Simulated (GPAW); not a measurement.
# MgO (Fm-3m) in GPAW: a series of runs, part 2 of 2

GPAW 26.7.0.

### Step 3. Single point, vdW-DF2

The input, run.py:

```python
from ase.dft.bandgap import bandgap
from ase.io import read, write
from gpaw import GPAW, PW

atoms = read('MgO.xyz')

calc = GPAW(mode=PW(800),
            xc={'name': 'vdW-DF2', 'backend': 'libvdwxc'},
            kpts={'size': (11, 11, 11), 'gamma': True},
            occupations={'name': 'fermi-dirac', 'width': 0.05},
            nbands=16,
            convergence={'density': 1e-05, 'energy': 1e-05},
            maxiter=150,
            txt='gpaw.txt')
atoms.calc = calc
energy = atoms.get_potential_energy()
forces = atoms.get_forces()
calc.write('gs.gpw')
write('result.traj', atoms)
print(f'Energy: {energy:.6f} eV')
print('Forces (eV/A):')
print(forces.round(4))
print('Fermi level:', round(calc.get_fermi_level(), 4), 'eV')
print(f'Gap: {bandgap(calc)[0]:.4f} eV, direct: {bandgap(calc, direct=True)[0]:.4f} eV')
```

The input, MgO.xyz:

```xyz
2
Lattice="0.0000000000 2.0970013927 2.0970013927 2.0970013927 0.0000000000 2.0970013927 2.0970013927 2.0970013927 0.0000000000" Properties=species:S:1:pos:R:3 pbc="T T T"
Mg     0.0000000000      0.0000000000      0.0000000000
O      2.0970013927      2.0970013927      2.0970013927
```

Potentials or basis: GPAW PAW data sets (gpaw-data 1.2.1), pw.

Launch:

```console
$ OMP_NUM_THREADS=1 python run.py
```

gpaw.txt:

```text
__  _  _
 | _ |_)|_||  |
 |__||  | ||/\| - 26.7.0

Input parameters:
  mode=PW(ecut=800.0),
  convergence={'density': 1e-05, 'energy': 1e-05},
  kpts=MonkhorstPack(size=(11, 11, 11), gamma=True),
  maxiter=150,
  nbands=16,
  occupations=Occupations(name='fermi-dirac', width=0.05),
  xc=XC(name='vdW-DF2', backend='libvdwxc')

Diagonalizing LCAO Hamiltonian
Converting LCAO to pw mode

              O

       Mg

Atoms  # Å, Bohr magnetons
|   | symbol |        x |        y |        z |    initial magnetic moments |
|---|--------|----------|----------|----------|-----------------------------|
| 0 |     Mg | 0.000000 | 0.000000 | 0.000000 | ( 0.0000,  0.0000,  0.0000) |
| 1 |      O | 2.097001 | 2.097001 | 2.097001 | ( 0.0000,  0.0000,  0.0000) |

Unit cell  # Å
| periodic |        x |        y |        z |  lengths |    angles |
|----------|----------|----------|----------|----------|-----------|
|      yes | 0.000000 | 2.097001 | 2.097001 | 2.965608 | 60.000000 |
|      yes | 2.097001 | 0.000000 | 2.097001 | 2.965608 | 60.000000 |
|      yes | 2.097001 | 2.097001 | 0.000000 | 2.965608 | 60.000000 |

Number of symmetries: 48
Symmetry operations  # r_c * U_cc + t_c -> r_c
|    | kind |            matrix            |
|----|------|------------------------------|
|  0 |  σ   |  1, 0, 0,  1, 0,-1,  1,-1, 0 |
|  1 |  C2  |  1, 0, 0,  1,-1, 0,  1, 0,-1 |
|  2 |  E   |  1, 0, 0,  0, 1, 0,  0, 0, 1 |
|  3 |  σ   |  1, 0, 0,  0, 0, 1,  0, 1, 0 |
|  4 |  C4  |  1, 0,-1,  1, 0, 0,  1,-1, 0 |
|  5 |  S6  |  1, 0,-1,  1,-1, 0,  1, 0, 0 |
|  6 |  σ   |  1, 0,-1,  0, 1,-1,  0, 0,-1 |
|  7 |  C3  |  1, 0,-1,  0, 0,-1,  0, 1,-1 |
|  8 |  S6  |  1,-1, 0,  1, 0, 0,  1, 0,-1 |
|  9 |  C4  |  1,-1, 0,  1, 0,-1,  1, 0, 0 |
| 10 |  C3  |  1,-1, 0,  0,-1, 1,  0,-1, 0 |
| 11 |  σ   |  1,-1, 0,  0,-1, 0,  0,-1, 1 |
| 12 |  σ   |  0, 1, 0,  1, 0, 0,  0, 0, 1 |
| 13 |  C4  |  0, 1, 0,  0, 1,-1, -1, 1, 0 |
| 14 |  C3  |  0, 1, 0,  0, 0, 1,  1, 0, 0 |
| 15 |  S6  |  0, 1, 0, -1, 1, 0,  0, 1,-1 |
| 16 |  C2  |  0, 1,-1,  1, 0,-1,  0, 0,-1 |
| 17 |  σ   |  0, 1,-1,  0, 1, 0, -1, 1, 0 |
| 18 |  S4  |  0, 1,-1,  0, 0,-1,  1, 0,-1 |
| 19 |  C4  |  0, 1,-1, -1, 1, 0,  0, 1, 0 |
| 20 |  C3  |  0, 0, 1,  1, 0, 0,  0, 1, 0 |
| 21 |  σ   |  0, 0, 1,  0, 1, 0,  1, 0, 0 |
| 22 |  S6  |  0, 0, 1,  0,-1, 1, -1, 0, 1 |
| 23 |  C4  |  0, 0, 1, -1, 0, 1,  0,-1, 1 |
| 24 |  S4  |  0, 0,-1,  1, 0,-1,  0, 1,-1 |
| 25 |  C3  |  0, 0,-1,  0, 1,-1,  1, 0,-1 |
| 26 |  C2  |  0, 0,-1,  0,-1, 0, -1, 0, 0 |
| 27 |  S6  |  0, 0,-1, -1, 0, 0,  0,-1, 0 |
| 28 |  S4  |  0,-1, 1,  1,-1, 0,  0,-1, 0 |
| 29 |  C4  |  0,-1, 1,  0, 0, 1, -1, 0, 1 |
| 30 |  C2  |  0,-1, 1,  0,-1, 0,  1,-1, 0 |
| 31 |  σ   |  0,-1, 1, -1, 0, 1,  0, 0, 1 |
| 32 |  C3  |  0,-1, 0,  1,-1, 0,  0,-1, 1 |
| 33 |  S6  |  0,-1, 0,  0, 0,-1, -1, 0, 0 |
| 34 |  S4  |  0,-1, 0,  0,-1, 1,  1,-1, 0 |
| 35 |  C2  |  0,-1, 0, -1, 0, 0,  0, 0,-1 |
| 36 |  C2  | -1, 1, 0,  0, 1, 0,  0, 1,-1 |
| 37 |  S6  | -1, 1, 0,  0, 1,-1,  0, 1, 0 |
| 38 |  S4  | -1, 1, 0, -1, 0, 1, -1, 0, 0 |
| 39 |  C3  | -1, 1, 0, -1, 0, 0, -1, 0, 1 |
| 40 |  S6  | -1, 0, 1,  0, 0, 1,  0,-1, 1 |
| 41 |  C2  | -1, 0, 1,  0,-1, 1,  0, 0, 1 |
| 42 |  C3  | -1, 0, 1, -1, 1, 0, -1, 0, 0 |
| 43 |  S4  | -1, 0, 1, -1, 0, 0, -1, 1, 0 |
| 44 |  C2  | -1, 0, 0,  0, 0,-1,  0,-1, 0 |
| 45 |  i   | -1, 0, 0,  0,-1, 0,  0, 0,-1 |
| 46 |  σ   | -1, 0, 0, -1, 1, 0, -1, 0, 1 |
| 47 |  C2  | -1, 0, 0, -1, 0, 1, -1, 1, 0 |

BZ-sampling:
  Number of BZ points: 1331
  Number of IBZ points: 56

  Monkhorst-Pack size: [11, 11, 11]
  Monkhorst-Pack shift: [0, 0, 0]

K-points  # in reciprocal-cell coordinates
|     |                                coordinates |     weight |
|-----|--------------------------------------------|------------|
|   0 | (  0.00000000,   0.00000000,   0.00000000) | 0.00075131 |
|   1 | (  0.09090909,   0.09090909,   0.00000000) | 0.00450789 |
|   2 | (  0.09090909,   0.09090909,   0.09090909) | 0.00601052 |
|   3 | (  0.18181818,   0.09090909,   0.09090909) | 0.00901578 |
|   4 | (  0.18181818,   0.18181818,   0.00000000) | 0.00450789 |
|   5 | (  0.18181818,   0.18181818,   0.09090909) | 0.01803156 |
|   6 | (  0.18181818,   0.18181818,   0.18181818) | 0.00601052 |
|   7 | (  0.27272727,   0.18181818,   0.09090909) | 0.01803156 |
|   8 | (  0.27272727,   0.18181818,   0.18181818) | 0.01803156 |
|   9 | (  0.27272727,   0.27272727,   0.00000000) | 0.00450789 |
| ... |                                            |            |
|  55 | (  0.45454545,   0.45454545,   0.45454545) | 0.00601052 |

Plane wave coefficients: 959
Cutoff: 800.0 eV

Spin-components: 1 (collinear spins)
Bands:           16
Projectors:      10
Spin-degeneracy: 2
Datatype:        complex128

Parallelization:
  kpt:    1
  domain: 1
  band:   1

Density:
  Valence electrons: 16.0
  Components: 1
  Grid points: [20 20 20]
  Charge: 0.0  # |e|

Potential:
  Grid points: [20 20 20]

species:
  Mg:
    name:    Magnesium
    Z:       12.0
    valence: 10
    core:    2
    charge:  0.0  # [|e|]
    compensation charges:
      type: gauss
      rc: 0.33  # [Å]
      lmax: 2
    cutoffs:
      filter: 1.86  # [Å]
      core: 0.54  # [Å]
    projectors
    | kind |    occ | energy [eV] | rcut [Å] |
    |------|--------|-------------|----------|
    |   2s |  2.000 |     -79.840 |    1.090 |
    |   3s |  2.000 |      -4.705 |    1.090 |
    |   2p |  6.000 |     -46.613 |    1.085 |
    |   3p |  0.000 |      -1.330 |    1.085 |
    |    d |        |       0.000 |    1.037 |

    Using partial waves for Mg as LCAO basis

  O:
    name:    Oxygen
    Z:       8.0
    valence: 6
    core:    2
    charge:  0.0  # [|e|]
    compensation charges:
      type: gauss
      rc: 0.21  # [Å]
      lmax: 2
    cutoffs:
      filter: 1.17  # [Å]
      core: 0.83  # [Å]
    projectors
    | kind |    occ | energy [eV] | rcut [Å] |
    |------|--------|-------------|----------|
    |   2s |  2.000 |     -23.961 |    0.688 |
    |   2p |  4.000 |      -9.029 |    0.598 |
    |    s |        |       3.251 |    0.688 |
    |    p |        |      18.182 |    0.598 |
    |    d |        |       0.000 |    0.619 |

    Using partial waves for O as LCAO basis

Reference energy: -7490.497190  # eV

eigensolver:
  PPCG
  Converge bands: occupied
  niter=2

density mixing:
  MSR1-Mixer
  Pratt-step length: 0.05
  Maximum mixing coefficient: 0.75
  Old densities: 10
  SVD Regularization: 0.005
  Good broyden scale: 1.0
  Trust region scale: 1.0
  Backstep threshold: 4.0
  History deletion threshold: 6.0
  Fourier metric: weight=20.0, sigma=0.015

occupation numbers:
  Fermi-Dirac:
    width: 0.0500  # eV

poisson solver:
  ecut: 6400.0  # eV

xc functional:
  name: vdW-DF2 with libvdwxc
  Mode: serial
  Semilocal: GGA_X_RPW86+LDA_C_PW with 2 nearest neighbor stencil
  Local blocksize: 40 x 40 x 40
  PAW datasets: PBE

convergence criteria:
- Maximum integral of absolute [dens]ity change: 1e-05 electrons / valence electron
- Maximum [total energy] change in last 3 cyles: 1e-05 eV / valence electron
- Maximum integral of absolute [eigenst]ate change: 4e-08 eV^2 / valence electron
maximum number of iterations: 150

SCF iterations
|iter     | |      energy | eigst |  dens |
|---------|-|-------------|-------|-------|
|iter:   1| |  -49.153366 | +0.10 |       |
|iter:   2| |  -48.636330 | -1.85 | -0.93 |
|iter:   3| |  -47.266999 | -1.10 | -0.98 |
|iter:   4| |  -47.282556 | -2.75 | -1.57 |
|iter:   5| |  -47.291656 | -2.40 | -1.82 |
|iter:   6| |  -47.291850 | -4.89 | -2.99 |
|iter:   7| |  -47.291943 | -5.02 | -3.35 |
|iter:   8| |  -47.291946c| -6.60 | -4.33 |
|iter:   9| |  -47.291946c| -7.43c| -4.98 |
|iter:  10| |  -47.291946c| -8.38c| -5.49c|

Converged in 10 steps
Energy contributions relative to reference atoms: (reference = -7490.497190)

Energy contributions:
  Kinetic:          19.764932
  Coulomb:         -16.650289
  Zero:              0.169931
  External:          0.000000
  Xc:              -50.576519
  Entropy:          -0.000000
  Spinorbit:         0.000000
  ----------------------------
  Free energy:     -47.291946
  Extrapolated:    -47.291946

dipole moment: (-6.014947, -6.014947, -6.014947)  # |e|*Ang

Fermi level: 5.874
Eigenvalues  # (at kpt = [0.000, 0.000, 0.000])
| band index |      eig [eV] | occ [0-2] |
|------------|---------------|-----------|
|          0 |       -68.191 |     2.000 |
|          1 |       -35.078 |     2.000 |
|          2 |       -35.078 |     2.000 |
|          3 |       -35.078 |     2.000 |
|          4 |       -12.193 |     2.000 |
|          5 |         4.926 |     2.000 |
[... 8 lines left out ...]
|         14 |        26.588 |     0.000 |
|         15 |        29.404 |     0.000 |

Gap: 5.291 eV
Transition (v -> c):
  (s=0, k=0, n=7, [0.00, 0.00, 0.00]) -> (s=0, k=0, n=8, [0.00, 0.00, 0.00])
No difference between direct/indirect transitions

Forces  # eV/Ang
|       x |       y |       z |
|---------|---------|---------|
| 0.00000 | 0.00000 | 0.00000 |  # Mg   0
| 0.00000 | 0.00000 | 0.00000 |  # O    1

# Writing to gs.gpw (mode='')
```

It took 14 s on 1 thread of Arm Neoverse V2, shared host; peak memory 0.17 GiB.

What came out:

```
Free energy            : -47.2919 eV
Band gap on the k mesh : 5.29 eV, direct
```

Caveat: the PAW data sets were made with another functional, which shifts forces and pressure a little; an odd mesh through Γ misses points on the zone boundary, where band edges often lie.

### Step 4. Single point, TPSS

run.py, as its differences from that of step 3:

```diff
@@ -2,2 +2,3 @@
 from ase.io import read, write
+from ase.units import GPa
 from gpaw import GPAW, PW
@@ -7,3 +8,3 @@
 calc = GPAW(mode=PW(800),
-            xc={'name': 'vdW-DF2', 'backend': 'libvdwxc'},
+            xc='MGGA_X_TPSS+MGGA_C_TPSS',
             kpts={'size': (11, 11, 11), 'gamma': True},
@@ -12,2 +13,3 @@
             convergence={'density': 1e-05, 'energy': 1e-05},
+            eigensolver='davidson',
             maxiter=150,
@@ -17,2 +19,3 @@
 forces = atoms.get_forces()
+stress = atoms.get_stress()
 calc.write('gs.gpw')
@@ -22,2 +25,3 @@
 print(forces.round(4))
+print('Stress (GPa):', (stress / GPa).round(3))
 print('Fermi level:', round(calc.get_fermi_level(), 4), 'eV')
```

MgO.xyz is that of step 3.

Launch:

```console
$ OMP_NUM_THREADS=1 python run.py
```

Run time: 44 s. Hardware: 1 thread of Arm Neoverse V2, shared host; peak memory 0.2 GiB.

The run converged. Its results:

```
Free energy            : -18.3982 eV
Pressure               : 5.6 GPa
Band gap on the k mesh : 4.99 eV, direct
```

Levels at points of the mesh, in eV from the valence-band top:
```tsv
k point	band 6	band 7	band 8	band 9	band 10	band 11
(0.00, 0.00, 0.00)	0.00	0.00	0.00	4.99	16.16	16.16
```

Caveat: the PAW data sets were made with another functional, which shifts forces and pressure a little.

### Step 5. Overview

```csv
level,potentials or basis,eigensolver,gap on the mesh (eV),pressure (GPa)
RPBE,"the program's PAW data sets (release 1.2.1) made for this functional, pw",-,5.00,12.1
vdW-DF2,"GPAW PAW data sets (gpaw-data 1.2.1), pw",-,5.29,-
TPSS,"GPAW PAW data sets (gpaw-data 1.2.1), pw",davidson,4.99,5.6
```

Alike in all rows: task single point; no spin polarisation; cell as given; k mesh 11 × 11 × 11; cutoff (eV) 800; smearing fermi-dirac 0.05 eV.

Caveats: the PAW data sets were made with another functional, which shifts forces and pressure a little (some runs); an odd mesh through Γ misses points on the zone boundary, where band edges often lie (some runs).

Absolute energies hang on the potentials; compare differences alone.

### Step 6. Against experiment

Step 2. Measured gap of MgO: 7.83 eV (quoted in “Electronic structure of alkaline earth and post-transition metal oxides”, 2009, arxiv:0908.1581). This calculation gives 5.00 eV (-2.83 eV). The value is that of RPBE, without temperature or zero-point motion. Semilocal functionals fall short of measured gaps as a rule. The cell is a database's relaxed one, not the measured one, which moves gaps too.

Step 3. The gap isn't set beside the measured one, since this odd mesh misses points on the zone boundary.

Step 4. Against the measured gap of MgO, 7.83 eV (quoted in “Electronic structure of alkaline earth and post-transition metal oxides”, 2009, arxiv:0908.1581), the calculated 4.99 eV is off by -2.84 eV. The value is that of TPSS, without temperature or zero-point motion. The cell is a database's relaxed one, not the measured one, which moves gaps too.
